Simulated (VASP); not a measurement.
## InP: the relaxed cell at several levels

How close do the usual functionals, with and without dispersion, come to the cell of InP? The levels: LDA, PBE, r2SCAN, PBE + D3(BJ), r2SCAN + rVV10, vdW-DF-cx, rev-vdW-DF2 and RPBE. LASPH is on for some levels and off for others; the table marks which. The start is a cell from a database of measured crystal structures.

Calculated with VASP 6.6.1; LDA; plane waves and PAW (In_d, P), in the first sound run; inputs show where later runs differ.

The database entry behind the starting cell differs from later determinations by our own check (0.1 to 0.3 % short, probably kX units), so it need not match the best structure at ambient conditions.

### Step 1. Set-up

Before any relaxation, the start is as follows. The structure is cubic, space group F-43m (No. 216). The conventional cell has a = 5.861 Å, b = 5.861 Å, c = 5.861 Å, α = 90.00°, β = 90.00°, γ = 90.00°. Nearest to In lie 4 P at 2.54 Å. P has 4 In at 2.54 Å nearest. Farther neighbours are not listed.

As a file:

```xyz
2
Lattice="0.0000 2.9305 2.9305 2.9305 0.0000 2.9305 2.9305 2.9305 0.0000" Properties=species:S:1:pos:R:3 pbc="T T T"
In    0.0000    0.0000    0.0000
P     1.4652    1.4652    1.4652
```

### Step 2. Relaxation with LDA

Properties are meant for the cell that this level of theory prefers, so cell and atoms are relaxed first (ISIF = 3) until forces and stress are small; EDIFFG sets the threshold. LDA, the lowest rung, knows the local density alone.

INCAR

```
SYSTEM = InP
PREC = Accurate
ENCUT = 520
EDIFF = 1E-06
NELM = 100
ISMEAR = -1
SIGMA = 0.05
LREAL = .FALSE.
ALGO = Normal
GGA = CA
NBANDS = 15
LORBIT = 11
LWAVE = .FALSE.
LCHARG = .FALSE.
KPAR = 2
IBRION = 2
NSW = 60
ISIF = 3
EDIFFG = -0.01
```

POSCAR

```
InP
1.0
    0.0000000000      2.9305000000      2.9305000000
    2.9305000000      0.0000000000      2.9305000000
    2.9305000000      2.9305000000      0.0000000000
In P
1 1
Direct
    0.0000000000      0.0000000000      0.0000000000
    0.2500000000      0.2500000000      0.2500000000
```

KPOINTS

```
Automatic mesh
0
Gamma
7 7 7
0 0 0
```

PAW data sets: In_d and P (PBE family, release 64).

Started as:

```console
> mpirun -np 2 vasp_std
```

The program printed:

```text
[banner, memory and clock lines left out]
running    2 mpi-ranks, on    1 nodes
 distrk:  each k-point on    1 cores,    2 groups
 distr:  one band on    1 cores,    1 groups

 POSCAR found type information on POSCAR InP
 POSCAR found :  2 types and       2 ions
|                                                                             |
|               ----> ADVICE to this user running VASP <----                  |
|                                                                             |
|     You enforced a specific xc type in the INCAR file but a different       |
|     [... a line on the potential file left out ...]
|     I HOPE YOU KNOW WHAT YOU ARE DOING!                                     |
|                                                                             |

 LDA part: xc-table for (Slater(with rela. corr.)+CA(PZ))
 , standard interpolation
 POSCAR, INCAR and KPOINTS ok, starting setup
 FFT: planning ... GRIDC
 FFT: planning ... GRID_SOFT
 FFT: planning ... GRID
 WAVECAR not read
 entering main loop
       N       E                     dE             d eps       ncg     rms          rms(c)
DAV:   1     0.113411622841E+03    0.11341E+03   -0.86372E+03   600   0.133E+03
DAV:   2    -0.244014019170E+01   -0.11585E+03   -0.11092E+03   649   0.305E+02
DAV:   3    -0.996905122075E+01   -0.75289E+01   -0.74852E+01   817   0.798E+01
DAV:   4    -0.101695778800E+02   -0.20053E+00   -0.20047E+00   732   0.141E+01
DAV:   5    -0.101769586269E+02   -0.73807E-02   -0.73806E-02   949   0.227E+00    0.542E+00
DAV:   6    -0.975638413250E+01    0.42057E+00   -0.71293E-01   942   0.165E+01    0.298E+00
DAV:   7    -0.971798423571E+01    0.38400E-01   -0.15105E-01   828   0.385E+00    0.953E-01
DAV:   8    -0.971286435256E+01    0.51199E-02   -0.14632E-02   786   0.140E+00    0.436E-01
DAV:   9    -0.971254684703E+01    0.31751E-03   -0.16560E-03   817   0.492E-01    0.170E-01
DAV:  10    -0.971254811345E+01   -0.12664E-05   -0.16930E-04   812   0.956E-02    0.112E-01
DAV:  11    -0.971255313845E+01   -0.50250E-05   -0.19888E-05   862   0.627E-02    0.540E-02
DAV:  12    -0.971255220758E+01    0.93087E-06   -0.33177E-06   789   0.233E-02
   1 F= -.97125522E+01 E0= -.97125327E+01  d E =-.971255E+01
 curvature:   0.00 expect dE= 0.000E+00 dE for cont linesearch  0.000E+00
 trial: gam= 0.00000 g(F)=  0.745E-48 g(S)=  0.767E-02 ort = 0.000E+00 (trialstep = 0.100E+01)
 search vector abs. value=  0.767E-02
 bond charge predicted
       N       E                     dE             d eps       ncg     rms          rms(c)
DAV:   1    -0.980811361159E+01   -0.95560E-01   -0.20928E+00   747   0.287E+01    0.210E+00
DAV:   2    -0.972673082874E+01    0.81383E-01   -0.16403E-01   754   0.102E+01    0.672E-01
DAV:   3    -0.971449351437E+01    0.12237E-01   -0.32648E-02   782   0.403E+00    0.449E-01
DAV:   4    -0.971442578615E+01    0.67728E-04   -0.19521E-03   621   0.409E-01    0.327E-01
DAV:   5    -0.971412862227E+01    0.29716E-03   -0.19058E-04   826   0.151E-01    0.121E-01
DAV:   6    -0.971410375510E+01    0.24867E-04   -0.52688E-05   942   0.954E-02    0.267E-02
DAV:   7    -0.971410353380E+01    0.22129E-06   -0.63911E-06   701   0.296E-02
   2 F= -.97141035E+01 E0= -.97140970E+01  d E =-.155133E-02
 trial-energy change:   -0.001551  1 .order   -0.001620   -0.007672    0.004432
 step:   0.6259(harm=  0.6339)  dis= 0.00000  next Energy=    -9.714936 (dE=-0.238E-02)
 bond charge predicted
       N       E                     dE             d eps       ncg     rms          rms(c)
DAV:   1    -0.972795605297E+01   -0.13852E-01   -0.30228E-01   754   0.113E+01    0.751E-01
DAV:   2    -0.971681373300E+01    0.11142E-01   -0.21941E-02   754   0.353E+00    0.257E-01
DAV:   3    -0.971501163957E+01    0.18021E-02   -0.50782E-03   782   0.157E+00    0.160E-01
DAV:   4    -0.971501377005E+01   -0.21305E-05   -0.30359E-04   628   0.162E-01    0.124E-01
DAV:   5    -0.971496761106E+01    0.46159E-04   -0.28002E-05   746   0.563E-02    0.539E-02
DAV:   6    -0.971496111048E+01    0.65006E-05   -0.94194E-06   907   0.365E-02    0.108E-02
DAV:   7    -0.971496105769E+01    0.52789E-07   -0.10165E-06   433   0.165E-02
   3 F= -.97149611E+01 E0= -.97149512E+01  d E =-.240885E-02
 curvature:  -0.32 expect dE=-0.537E-06 dE for cont linesearch -0.537E-06
 trial: gam= 0.00000 g(F)=  0.324E-48 g(S)=  0.169E-05 ort =-0.114E-03 (trialstep = 0.925E+00)
 search vector abs. value=  0.169E-05
 reached required accuracy - stopping structural energy minimisation
```

Wall time 6 s (2 MPI ranks of Intel Xeon 6975P-C (Granite Rapids), shared host); peak memory 0.31 GiB; 11 s of CPU time.

The logs omit lines about the potential files and the build; timing stands in the text.

OUTCAR, selected parts (step 2):

```text
ion  position               nearest neighbor table
   1  0.000  0.000  0.000-   2 2.54   2 2.54   2 2.54   2 2.54
   2  0.250  0.250  0.250-   1 2.54   1 2.54   1 2.54   1 2.54

  LATTYP: Found a face centered cubic cell.
 ALAT       =     5.8610000000

 Subroutine GETGRP returns: Found 24 space group operations
 (whereof 24 operations were pure point group operations)

The static configuration has the point symmetry T_d .

 Found     20 irreducible k-points:

   k-points           NKPTS =     20   k-points in BZ     NKDIM =     20   number of bands    NBANDS=     15

   dimension x,y,z NGX =    32 NGY =   32 NGZ =   32
   dimension x,y,z NGXF=    64 NGYF=   64 NGZF=   64

   ENCUT  =  520.0 eV  38.22 Ry    6.18 a.u.   7.71  7.71  7.71*2*pi/ulx,y,z

   NELECT =      18.0000    total number of electrons

 k-points in reciprocal lattice and weights: Automatic mesh
   0.00000000  0.00000000  0.00000000       0.003
   0.14285714  0.00000000  0.00000000       0.023
   0.28571429  0.00000000  0.00000000       0.023
   0.42857143  0.00000000  0.00000000       0.023
   0.14285714  0.14285714  0.00000000       0.017
   0.28571429  0.14285714  0.00000000       0.070
   0.42857143  0.14285714  0.00000000       0.070
  -0.42857143  0.14285714  0.00000000       0.070
  -0.28571429  0.14285714  0.00000000       0.070
[...]
-0.42857143  0.42857143  0.14285714       0.070
  -0.28571429  0.42857143  0.14285714       0.070

 average (electrostatic) potential at core
       1 -95.3668       2 -82.5561

 E-fermi :   5.4482

 k-point     1 :       0.0000    0.0000    0.0000
  band No.  band energies     occupation
    ...
      5      -8.8979      2.00000
      6      -6.5331      2.00000
      7       5.1246      1.99691
      8       5.1246      1.99691
      9       5.1246      1.99691
     10       5.7146      0.00966
     11       9.0947      0.00000
     12       9.0947      0.00000
     13       9.0947      0.00000
     14      13.4655      0.00000
    ...

 k-point     2 :       0.1429    0.0000    0.0000
  band No.  band energies     occupation
    ...
      5      -8.8977      2.00000
      6      -6.2927      2.00000
      7       3.2404      2.00000
      8       4.8759      1.99998
      9       4.8759      1.99998
     10       6.7563      0.00000
     11       9.3443      0.00000
     12       9.4538      0.00000
     13       9.4538      0.00000
     14      13.8349      0.00000
    ...

 k-point     3 :       0.2857    0.0000    0.0000
  band No.  band energies     occupation
    ...
      5      -8.8935      2.00000
      6      -5.6369      2.00000
      7       1.0565      2.00000
      8       4.4333      2.00000
      9       4.4333      2.00000
     10       6.7301      0.00000
     11       9.8761      0.00000
     12       9.8761      0.00000
     13      10.7510      0.00000
     14      13.8515      0.00000
    ...

  Total        0.0048390      0.0048390      0.0048390      0.0000000      0.0000000     -0.0000000
  in kB        0.1563251      0.1563251      0.1563251      0.0000000      0.0000000     -0.0000000
  external PRESSURE =       0.1563251 kB  Pullay stress =       0.0000000 kB

  energy-cutoff  :      520.00
  volume of cell :       49.59
      direct lattice vectors                 reciprocal lattice vectors
     0.000000000  2.916094745  2.916094745    -0.171462193  0.171462193  0.171462193
     2.916094745 -0.000000000  2.916094745     0.171462193 -0.171462193  0.171462193
     2.916094745  2.916094745  0.000000000     0.171462193  0.171462193 -0.171462193

 POSITION                                       TOTAL-FORCE (eV/Angst)
 -----------------------------------------------------------------------------------
      0.00000      0.00000      0.00000         0.000000      0.000000     -0.000000
      1.45805      1.45805      1.45805        -0.000000     -0.000000      0.000000
 -----------------------------------------------------------------------------------
    total drift:                                0.000000      0.000000      0.000000

  FREE ENERGIE OF THE ION-ELECTRON SYSTEM (eV)
  ---------------------------------------------------
  free  energy   TOTEN  =        -9.7149610577 eV

  energy  without entropy=       -9.7149413287  energy(sigma->0) =       -9.71495119

 reached required accuracy - stopping structural energy minimisation

 total charge
# of ion       s       p       d       tot
------------------------------------------
    1        0.840   0.802   9.907  11.548
    2        1.025   1.480   0.000   2.505
--------------------------------------------------
tot          1.865   2.282   9.907  14.053

[... 3 further parts left out ...]
```

CONTCAR:

```
InP
   1.00000000000000
     0.0000000000000000    2.9160947454871815    2.9160947454871815
     2.9160947454871815   -0.0000000000000000    2.9160947454871815
     2.9160947454871815    2.9160947454871815    0.0000000000000000
  In              P
     1     1
Direct
     0.0000000000000000    0.0000000000000000    0.0000000000000000
     0.2500000000000000    0.2500000000000000    0.2500000000000000
```

The gap is read on the k-mesh alone, so it is an upper bound where the band edges lie off the mesh, and a coarse mesh can show a gap where there is none. The PAW data sets were made with PBE, though LDA sets exist; this is a small mismatch. The run keeps the 24 symmetry operations of its start, so it cannot find a distortion of lower symmetry.

The steps of the relaxation:

| step | energy less that of the first step (eV) | largest force (eV/Å) | pressure (GPa) | volume (Å³) |
| --- | --- | --- | --- | --- |
| 1 | 0.0000 | 0.0000 | -1.04 | 50.33 |
| 2 | -0.0016 | 0.0000 | 0.61 | 49.16 |
| 3 | -0.0024 | 0.0000 | 0.02 | 49.59 |

| conventional cell, symmetrised | before | after | change |
| --- | --- | --- | --- |
| a (Å) | 5.861 | 5.832 | -0.5 % |
| b (Å) | 5.861 | 5.832 | -0.5 % |
| c (Å) | 5.861 | 5.832 | -0.5 % |
| volume (Å³/atom) | 25.17 | 24.80 | -1.5 % |

Final coordinates:

```
In P
1.0
     0.00000    2.91609    2.91609
     2.91609    0.00000    2.91609
     2.91609    2.91609    0.00000
In P
1 1
Direct
  0.00000 0.00000 0.00000
  0.25000 0.25000 0.25000
```

This step gave:

```yaml
electrons: 18
bands: 15
irreducible_k_points: 20
symmetry_operations: 24
free_energy_toten: -9.715 eV
fermi_energy: 5.448 eV
pressure: 0.01563 GPa
metallic_judged_on_the_points_sampled: no
valence_top_at_k: 0, 0, 0
conduction_bottom_at_k: 0, 0, 0
least_direct_gap_at_k: 0, 0, 0
scf_cycles_over_all_ionic_steps: 26
gap_on_the_k_mesh: 0.5900 eV
least_direct_gap_on_the_k_mesh: 0.5900 eV
```

It ends with forces that vanish by symmetry and a pressure of 0.02 GPa. The volume lies -1.5 % from that of the database's start, part of which can be the thermal and zero-point expansion of its experiment. The conventional cell has a = 5.832 Å.

(Part 1 of 3 ends here.)

[Lines on the potential files, build, host, timing and source positions are cut from VASP's logs without a mark.]

[Logs are printed without paths, hosts, clocks, repeated set-up lines and the standing remarks that a program may print on its own settings, such as how far it seeks lower states.]

[Hosts, paths, dates, database ids (printed as entryN), source tags and the programs' standing remarks are cut or masked in the printed files.]

[A measured line is paired with the nearest computed mode of its activity, which favours agreement.]

[In band tables of VASP the shares of atoms and orbitals are scaled to a sum of 1 inside the atoms' spheres.]
